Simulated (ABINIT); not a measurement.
The system is LiF (Griceite).

```
CELL_PARAMETERS angstrom
0.00000 2.01400 2.01400
2.01400 0.00000 2.01400
2.01400 2.01400 0.00000
ATOMIC_POSITIONS crystal
F 0.50000 0.50000 0.50000
Li 0.00000 0.00000 0.00000
```

Base run:

```yaml
Program: ABINIT 10.8.3 (patched build)
Functional: PBE
Potentials_or_basis: JTH PAW PBE v2.0
Cutoff: 626 eV
k_mesh: 11 × 11 × 11
Occupations: fermi-dirac, width 0.05 eV
Spin: no spin polarisation
```

Its results: band gap on the k mesh 9.06 eV, direct; pressure 1.8 GPa.

**Question.** The run is repeated on the same cell with these changes: functional from PBE to LDA; potentials or basis from JTH PAW PBE v2.0 to JTH PAW LDA v2.0. What comes out?

**Answer.** Band gap on the k mesh 8.81 eV, direct; pressure -6.5 GPa.

Not every run made on this cell is shown here.
